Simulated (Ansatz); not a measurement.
# Ga (P6/mmm) in Ansatz: equation of state

Aim: energy against volume of Ga in PBE, for its equilibrium volume and stiffness.

All numbers are computed with Ansatz 0.2.0; they aren't measurements. Logs are shortened: lines on timing, memory, paths and dates and some standing lists are left out, and cuts for length are marked.

**1. Starting point**

Symmetry: P6/mmm, No. 191, hexagonal system. The conventional cell has a = 4.449 Å, b = 4.449 Å, c = 2.765 Å, α = 90.00°, β = 90.00°, γ = 120.00°. Ga (site symmetry -6m2) has 5 Ga at 2.57 to 2.77 Å as nearest neighbours.

The cell was built by a generator and needn't be a form met in nature.

**2. Single point, PBE, 22.28 Å³/atom (volume scaled by 0.94)**

input.yaml

```yaml
crystal:
  lattice:
    - [4.3586390031, 0.0, 0.0]
    - [-2.1793243995, 3.7746979279, 0.0]
    - [0.0, 0.0, 2.7087515078]
  atoms:
    - { symbol: Ga, position: [0.33333, 0.66667, 0.5] }
    - { symbol: Ga, position: [0.66667, 0.33333, 0.5] }
hamiltonian:
  xc: pbe
  pseudopotentials: { kind: paw }
kpoints:
  mp_grid: { grid: [7, 7, 10] }
scf:
  occupations: { method: fermi_dirac, width: 0.05 }
output:
  forces: true
  stress: true
  eigenvalues: true
```

Potentials or basis: Ansatz PAW.

Command:

```console
$ ansatz run input.yaml --threads 2 --pin off --max-ram 5632MiB --backend cpu --events-out ev --progress --plain --runs-dir out
```

The program printed:

```text
Warning: the atoms were moved onto the symmetric positions of the space group found under crystal.symmetry.tolerance 1.0e-5 (fractional; no operation is sought that the atoms, as they stand in a round, miss by more than twice it, and no atom is moved by as much as it), and the run uses the moved positions. Before a round's move an operation carried an atom to 4.36e-5 Å from where it should land, the largest such distance. Atom 0 (counting from 0) moved farthest, by 2.52e-5 Å; the longest move in fractions of the cell, of whichever atom, is 0.47 of the tolerance, in 1 round. To run the atoms as typed, lower crystal.symmetry.tolerance until the operations that they miss are no longer found, or set crystal.symmetry.detect: false (a key that needs symmetry detection or time reversal refuses this as the deck is read). The positions used, in the order of the run's atom list: position: [0.3333333333333333, 0.6666666666666666, 0.5]; position: [0.6666666666666666, 0.3333333333333333, 0.5]; The lattice was moved too: crystal.lattice, of which some number shows no typed digit to judge by, misses the space group found at crystal.symmetry.tolerance 1.0e-5 by more than rounding, which is why this is a warning: the operation that it misses by the most changes a squared length by the fraction 3.97e-6, and from 1e-6 on that is taken for a strain and not for rounding. The run uses the lattice that is a stretch of the typed one, with no rotation, onto the one that keeps every operation to a double's rounding (on a very oblique basis the stretch itself rounds by more); the deck's lattice vector that moved farthest moved by 4.39e-6 Å. To run the lattice as typed, set crystal.symmetry.tolerance under 1.37e-6, the least fraction by which an operation that the lattice misses changes a squared length (the same key also sets how far an atom may lie from its image, so lowering it can lose operations that the atoms keep only within it), or set crystal.symmetry.detect: false, as for the atoms. crystal.lattice made exact, in Å and degrees: [[4.358642366334803, 2.8278327508679367e-6, 0.0], [-2.179323632142401, 3.7746936013406835, 0.0], [0.0, 0.0, 2.7087515078]]. Pasted over the deck's crystal.lattice, beside positions in fractional coordinates, it runs the same cell (given as lengths and angles, that cell in the form's own orientation, a rigid turn of the misfit's size from the one run here, for which a checkpoint.post_process_only pass over this run's state can be refused: where this run relaxes nothing, give such a pass this deck's own crystal.lattice, as typed; behind a relaxation, as crystal.lattice, the state's own cell, identity.cell in its checkpoint.json), and a matrix so pasted ends this notice, except on a very skew basis of the lattice, where the rounding of the pasted numbers themselves can read as a misfit: the cell is then moved again, and that move is told again. The lattice as run is in this notice's lattice.as_run_ang field (Run.prep()["deck_notices"] in Python, the deck_notice line of an events file, deck_notices of ansatz run --dry-run=json, or deck_notices in record.json in the deck's checkpoint.write directory).
Warning: RAYON_NUM_THREADS=2 ignored (pool sized by the plan → 2); use --threads N
Engine: ansatz 0.2.0, x86_64-unknown-linux-gnu
Pseudopotentials: kind: paw
Pseudopotential: Ga, paw, valence charge 13, recommended cutoff 420 eV (normal), Ga.paw.azcp
Functional definition: PBE
  parameter kappa = 0.804
  parameter beta = 0.06672455060314922
  exchange = pbe_x(kappa = kappa, mu = beta*pi^2/3)
  correlation = pbe_c(beta = beta)
Crystal: 2 atoms, lattice volume = 44.566 Å³
Basis set: ecut = 420 eV, 903 PW (Γ), exchange–correlation on 60×60×40 points (8 copies of the dense FFT grid, shifted against one another)
Bands: 17, of which v1, the nominal top of the filled ones, is band 13 counted from 1 (12 counted from 0)
Symmetry: 24 space group operations
Space group: P6/mmm (ITA 191), of the structure as read, at distance tolerance 3.5e-5 Å
k-points: 48 of 490
Non-local potential: Ga, projectors of the file, l = 0: 2, l = 1: 2, l = 2: 3, l = 3: 1
PAW form: soft (Blöchl's): semilocal exchange-correlation on the pseudo side does not see the compensation charge
PAW one-centre angular grid: Ga, 590 points (default); XC on 64 Gauss nodes
Initial density: superposition of atomic densities (neutral atoms: chi_scale 0, normalization atom), corrected by the library's trained network
Initial wavefunctions: pseudopotential atomic-orbital guess
Functional: x = pbe(κ = 0.804, μ = 0.2195149727645171), c = pbe(β = 0.06672455060314922)
SCF iter   1: F=—  HF=-7565.761543 eV  |F-HF|=—  |Δ(HF+E_count)|=         —  Δρ=2.03e-3  dr2=2.37e-3  ethr=1.77e-3  ⟨swp⟩=5.5  Hψ=3768  notcnv=0
preconditioner: auto → LDOS  [metal: Δε(μ)=0.098 eV  Ē_g=16.971 eV  σ=0.050 eV  W_gap=0.44  n_scr=8 (ndim 8)  ℏωp=28.4 eV  f_vac=0.086  D(μ)=0.93/eV (n_scr^D=6)  β→1.0]
SCF iter   2: F=—  HF=-7565.760861 eV  |F-HF|=—  |Δ(HF+E_count)|=   6.82e-4  Δρ=1.72e-3  dr2=6.56e-4  ethr=9.13e-6  ⟨swp⟩=2.0  Hψ=2004  notcnv=0  defer=2
SCF iter   3: F=—  HF=-7565.760604 eV  |F-HF|=—  |Δ(HF+E_count)|=   2.57e-4  Δρ=5.67e-4  dr2=9.11e-5  ethr=2.52e-6  ⟨swp⟩=2.0  Hψ=1469  notcnv=0  defer=2
SCF iter   4: F=—  HF=-7565.760514 eV  |F-HF|=—  |Δ(HF+E_count)|=   9.09e-5  Δρ=1.35e-4  dr2=5.88e-6  ethr=3.50e-7  ⟨swp⟩=2.0  Hψ=1429  notcnv=0  defer=2
SCF iter   5: F=—  HF=-7565.760512 eV  |F-HF|=—  |Δ(HF+E_count)|=   1.34e-6  Δρ=2.83e-5  dr2=2.49e-7  ethr=2.26e-8  ⟨swp⟩=2.0  Hψ=1439  notcnv=0  defer=2
SCF iter   6: F=-7565.760512 eV  HF=-7565.760512 eV  |F-HF|=4.38e-10  |Δ(HF+E_count)|=   4.30e-8  Δρ=1.69e-6  dr2=9.05e-10  ethr=3.85e-10  ⟨swp⟩=5.5  Hψ=3749  notcnv=0
SCF 1 converged in 6 iterations: F = -7565.760512 eV  dr2 = 9.05e-10
SCF converged after 6 iterations
Free energy (F): -7565.760512 eV
Harris-Foulkes:  -7565.760512 eV  (|F-HF|=4.38e-10)
Internal energy: -7565.753239 eV  (E = F + TS)
E sigma→0 (E₀):  -7565.756875 eV
Entropy (-TS):   -0.007274 eV (-3.637 meV/atom)
Fermi energy:    7.400150 eV
--- Per-component energies (eV) ---
  E_band       = -129.873181
  E_kinetic    = 230.387579
  E_local      = -4116.104990  (includes V_loc(G=0)·N_el)
  E_nonlocal   = 843.579468
  E_hartree    = 1919.378803
  E_xc         = -138.971487
  E_vxc        = -116.605247  (∫ρ·V_xc dr)
  E_paw        = -3970.303895  (= ΣΔE_a)
  E_vpaw       = -809.886166  (= ΣTr[D̂ρ^β])
  E_aug_tail   = -0.000206  (compensation charges beyond the density's cutoff)
  E_ewald      = -2333.718510
  E_smearing   = -0.007274  (= −TS)
  E_closure    = -0.000000  (closes the sum)
  Σ components = -7565.760512   (vs F -7565.760512, Δ=0.00e0)
--- Forces (eV/Å), atoms counted from 1 ---
  atom   1  Ga    -0.00000000    -0.00000000     0.00000000
  atom   2  Ga     0.00000000     0.00000000     0.00000000
  max |Σ_I F_I| component: 3.70e-17 eV/Å
--- Stress (GPa, compression-positive) ---
        3.345496      -0.000000       0.000000
       -0.000000       3.345496       0.000000
        0.000000       0.000000       2.178328
  P = ⅓ Tr σ = 2.9564 GPa (29.564 kbar)
--- Band table (eV; the first three rows and the last of 48) ---
  k-point 0: bands = ["-7.7900", "-7.5401", "-7.5059", "-7.5059", "-7.3736", "-7.3736", "-7.3348", "-7.3348", "-7.2049", "-7.2049", "-2.9710", "6.1857", "6.8159", "6.8159", "10.6597", "10.6597", "13.6623"]
  k-point 1: bands = ["-7.7558", "-7.5048", "-7.5048", "-7.4946", "-7.3943", "-7.3943", "-7.3326", "-7.3326", "-7.2183", "-7.2183", "-2.7672", "6.3603", "7.0216", "7.0216", "10.8603", "10.8603", "13.7786"]
  k-point 2: bands = ["-7.6690", "-7.5054", "-7.5054", "-7.4439", "-7.4439", "-7.3749", "-7.3273", "-7.3273", "-7.2526", "-7.2526", "-2.1503", "6.8934", "7.6179", "7.6179", "10.7862", "11.4538", "11.4538"]
  k-point 47: bands = ["-7.6755", "-7.6489", "-7.5258", "-7.5168", "-7.4860", "-7.4593", "-7.3138", "-7.1262", "-7.1182", "-7.0612", "3.5167", "4.6162", "5.4904", "6.5483", "7.4517", "11.9183", "15.5952"]
```

Run time: 1.2 s. Hardware: 2 threads of Intel Xeon Platinum 8259CL at 2.50GHz (Skylake/Cascade Lake), shared host; peak memory 0.4 GiB.

Results:

| Item | Value |
| --- | --- |
| Free energy | -7565.7605 eV |
| Pressure | 3.0 GPa |
| Band gap on the k mesh | none (metal or under the smearing width) |

**3. Single point, PBE, 22.76 Å³/atom (volume scaled by 0.96)**

Edit input.yaml of step 2 so:

```diff
@@ -2,5 +2,5 @@
   lattice:
-    - [4.3586390031, 0.0, 0.0]
-    - [-2.1793243995, 3.7746979279, 0.0]
-    - [0.0, 0.0, 2.7087515078]
+    - [4.3893346553, 0.0, 0.0]
+    - [-2.1946722601, 3.8012811835, 0.0]
+    - [0.0, 0.0, 2.7278278512]
   atoms:
```

Potentials or basis: Ansatz PAW.

Command:

```console
$ ansatz run input.yaml --threads 2 --pin off --max-ram 5632MiB --backend cpu --events-out ev --progress --plain --runs-dir out
```

It took 1.2 s on 2 threads of Intel Xeon Platinum 8259CL at 2.50GHz (Skylake/Cascade Lake), shared host; peak memory 0.39 GiB.

It converged, with:

* Free energy: -7565.7749 eV
* Pressure: 1.9 GPa
* Band gap on the k mesh: none (metal or under the smearing width)

**4. Single point, PBE, 23.23 Å³/atom (volume scaled by 0.98)**

Edit input.yaml of step 3 so:

```diff
@@ -2,5 +2,5 @@
   lattice:
-    - [4.3893346553, 0.0, 0.0]
-    - [-2.1946722601, 3.8012811835, 0.0]
-    - [0.0, 0.0, 2.7278278512]
+    - [4.4196068854, 0.0, 0.0]
+    - [-2.2098084092, 3.8274977442, 0.0]
+    - [0.0, 0.0, 2.7466410515]
   atoms:
```

Potentials or basis: Ansatz PAW.

Command:

```console
$ ansatz run input.yaml --threads 2 --pin off --max-ram 5632MiB --backend cpu --events-out ev --progress --plain --runs-dir out
```

The program printed:

```text
Warning: the atoms were moved onto the symmetric positions of the space group found under crystal.symmetry.tolerance 1.0e-5 (fractional; no operation is sought that the atoms, as they stand in a round, miss by more than twice it, and no atom is moved by as much as it), and the run uses the moved positions. Before a round's move an operation carried an atom to 4.42e-5 Å from where it should land, the largest such distance. Atom 0 (counting from 0) moved farthest, by 2.55e-5 Å; the longest move in fractions of the cell, of whichever atom, is 0.47 of the tolerance, in 1 round. To run the atoms as typed, lower crystal.symmetry.tolerance until the operations that they miss are no longer found, or set crystal.symmetry.detect: false (a key that needs symmetry detection or time reversal refuses this as the deck is read). The positions used, in the order of the run's atom list: position: [0.3333333333333333, 0.6666666666666666, 0.5]; position: [0.6666666666666666, 0.3333333333333333, 0.5]; The lattice was moved too: crystal.lattice, of which some number shows no typed digit to judge by, misses the space group found at crystal.symmetry.tolerance 1.0e-5 by more than rounding, which is why this is a warning: the operation that it misses by the most changes a squared length by the fraction 3.97e-6, and from 1e-6 on that is taken for a strain and not for rounding. The run uses the lattice that is a stretch of the typed one, with no rotation, onto the one that keeps every operation to a double's rounding (on a very oblique basis the stretch itself rounds by more); the deck's lattice vector that moved farthest moved by 4.46e-6 Å. To run the lattice as typed, set crystal.symmetry.tolerance under 1.37e-6, the least fraction by which an operation that the lattice misses changes a squared length (the same key also sets how far an atom may lie from its image, so lowering it can lose operations that the atoms keep only within it), or set crystal.symmetry.detect: false, as for the atoms. crystal.lattice made exact, in Å and degrees: [[4.419610295638802, 2.867410111825468e-6, 0.0], [-2.2098076310694004, 3.8274933571453995, 0.0], [0.0, 0.0, 2.7466410515]]. Pasted over the deck's crystal.lattice, beside positions in fractional coordinates, it runs the same cell (given as lengths and angles, that cell in the form's own orientation, a rigid turn of the misfit's size from the one run here, for which a checkpoint.post_process_only pass over this run's state can be refused: where this run relaxes nothing, give such a pass this deck's own crystal.lattice, as typed; behind a relaxation, as crystal.lattice, the state's own cell, identity.cell in its checkpoint.json), and a matrix so pasted ends this notice, except on a very skew basis of the lattice, where the rounding of the pasted numbers themselves can read as a misfit: the cell is then moved again, and that move is told again. The lattice as run is in this notice's lattice.as_run_ang field (Run.prep()["deck_notices"] in Python, the deck_notice line of an events file, deck_notices of ansatz run --dry-run=json, or deck_notices in record.json in the deck's checkpoint.write directory).
Warning: RAYON_NUM_THREADS=2 ignored (pool sized by the plan → 2); use --threads N
[... 1 set-up line as earlier in the session ...]
[... 60 lines left out ...]
  k-point 0: bands = ["-8.1818", "-7.9517", "-7.9219", "-7.9219", "-7.8037", "-7.8037", "-7.7634", "-7.7634", "-7.6503", "-7.6503", "-3.1681", "5.5614", "6.3958", "6.3958", "10.1747", "10.1747", "13.1456"]
  k-point 1: bands = ["-8.1504", "-7.9208", "-7.9208", "-7.9105", "-7.8222", "-7.8222", "-7.7615", "-7.7615", "-7.6624", "-7.6624", "-2.9708", "5.7340", "6.5933", "6.5933", "10.3690", "10.3690", "13.2460"]
  k-point 2: bands = ["-8.0708", "-7.9212", "-7.9212", "-7.8669", "-7.8669", "-7.8022", "-7.7570", "-7.7570", "-7.6932", "-7.6932", "-2.3745", "6.2610", "7.1659", "7.1659", "10.2205", "10.9434", "10.9434"]
  k-point 47: bands = ["-8.0769", "-8.0492", "-7.9401", "-7.9304", "-7.9034", "-7.8787", "-7.7488", "-7.5768", "-7.5698", "-7.5177", "3.0294", "4.0975", "5.1413", "6.1604", "7.0216", "11.4653", "14.7726"]
```

Run time: 1.2 s. Hardware: 2 threads of Intel Xeon Platinum 8259CL at 2.50GHz (Skylake/Cascade Lake), shared host; peak memory 0.39 GiB.

What came out:

* Free energy: -7565.7835 eV
* Pressure: 1.0 GPa
* Band gap on the k mesh: none (metal or under the smearing width)

**5. Single point, PBE, 23.71 Å³/atom**

Edit input.yaml of step 4 so:

```diff
@@ -2,5 +2,5 @@
   lattice:
-    - [4.4196068854, 0.0, 0.0]
-    - [-2.2098084092, 3.8274977442, 0.0]
-    - [0.0, 0.0, 2.7466410515]
+    - [4.44947, 0.0, 0.0]
+    - [-2.22474, 3.85336, 0.0]
+    - [0.0, 0.0, 2.7652]
   atoms:
```

Command:

```console
$ ansatz run input.yaml --threads 2 --pin off --max-ram 5632MiB --backend cpu --events-out ev --progress --plain --runs-dir out
```

Run time: 1.2 s. Hardware: 2 threads of Intel Xeon Platinum 8259CL at 2.50GHz (Skylake/Cascade Lake), shared host; peak memory 0.38 GiB.

It converged, with:

```
Free energy            : -7565.7867 eV
Pressure               : 0.1 GPa
Band gap on the k mesh : none (metal or under the smearing width)
```

**6. Single point, PBE, 24.18 Å³/atom (volume scaled by 1.02)**

Edit input.yaml of step 5 so:

```diff
@@ -2,5 +2,5 @@
   lattice:
-    - [4.44947, 0.0, 0.0]
-    - [-2.22474, 3.85336, 0.0]
-    - [0.0, 0.0, 2.7652]
+    - [4.4789375475, 0.0, 0.0]
+    - [-2.2394738069, 3.8788796841, 0.0]
+    - [0.0, 0.0, 2.7835131165]
   atoms:
```

Potentials or basis: Ansatz PAW.

Command:

```console
$ ansatz run input.yaml --threads 2 --pin off --max-ram 5632MiB --backend cpu --events-out ev --progress --plain --runs-dir out
```

Wall time 1.2 s (2 threads of Intel Xeon Platinum 8259CL at 2.50GHz (Skylake/Cascade Lake), shared host); peak memory 0.39 GiB.

The run converged. Its results:

| Item | Value |
| --- | --- |
| Free energy | -7565.7851 eV |
| Pressure | -0.6 GPa |
| Band gap on the k mesh | none (metal or under the smearing width) |

**7. Single point, PBE, 24.65 Å³/atom (volume scaled by 1.04)**

Edit input.yaml of step 6 so:

```diff
@@ -2,5 +2,5 @@
   lattice:
-    - [4.4789375475, 0.0, 0.0]
-    - [-2.2394738069, 3.8788796841, 0.0]
-    - [0.0, 0.0, 2.7835131165]
+    - [4.5080223725, 0.0, 0.0]
+    - [-2.2540162521, 3.9040679203, 0.0]
+    - [0.0, 0.0, 2.8015883834]
   atoms:
@@ -19 +19,5 @@
   eigenvalues: true
+  write_density: true
+  write_potential: true
+  elf: true
+  volumetric_format: npy
```

Command:

```console
$ ansatz run input.yaml --threads 2 --pin off --max-ram 5632MiB --backend cpu --events-out ev --progress --plain --runs-dir out
```

It took 1.6 s on 2 threads of Intel Xeon Platinum 8259CL at 2.50GHz (Skylake/Cascade Lake), shared host; peak memory 0.4 GiB.

It converged, with:

| Quantity | Value |
| --- | --- |
| Free energy | -7565.7795 eV |
| Pressure | -1.3 GPa |
| Band gap on the k mesh | none (metal or under the smearing width) |

**8. Single point, PBE, 25.13 Å³/atom (volume scaled by 1.06)**

input.yaml

```yaml
crystal:
  lattice:
    - [4.536736665, 0.0, 0.0]
    - [-2.2683734306, 3.9289352654, 0.0]
    - [0.0, 0.0, 2.8194333766]
  atoms:
    - { symbol: Ga, position: [0.33333, 0.66667, 0.5] }
    - { symbol: Ga, position: [0.66667, 0.33333, 0.5] }
hamiltonian:
  xc: pbe
  pseudopotentials: { kind: paw }
kpoints:
  mp_grid: { grid: [7, 7, 10] }
scf:
  occupations: { method: fermi_dirac, width: 0.05 }
output:
  forces: true
  stress: true
  eigenvalues: true
```

Command:

```console
$ ansatz run input.yaml --threads 2 --pin off --max-ram 5632MiB --backend cpu --events-out ev --progress --plain --runs-dir out
```

Run time: 1.3 s. Hardware: 2 threads of Intel Xeon Platinum 8259CL at 2.50GHz (Skylake/Cascade Lake), shared host; peak memory 0.4 GiB.

Results (log left out):

* Free energy: -7565.7701 eV
* Pressure: -1.9 GPa
* Band gap on the k mesh: none (metal or under the smearing width)

**9. Equation of state, PBE**

Potentials or basis: Ansatz PAW.

No new run: the results of the series are fitted here.

Results:

* Equilibrium volume: 23.78 Å³/atom
* Bulk modulus at fixed shape and positions: 39 GPa
* Pressure derivative of the bulk modulus: 5.0

Energy against volume, from the lowest point:
```
volume (Å³/atom)  energy (meV/atom)
          22.283              13.09
          22.757               5.88
          23.231               1.60
          23.705               0.00
          24.179               0.78
          24.653               3.60
          25.128               8.30
```

Caveat: the cell was scaled at fixed shape and fractional positions, which overstates the stiffness of a crystal with free parameters, most of all of layers and chains.
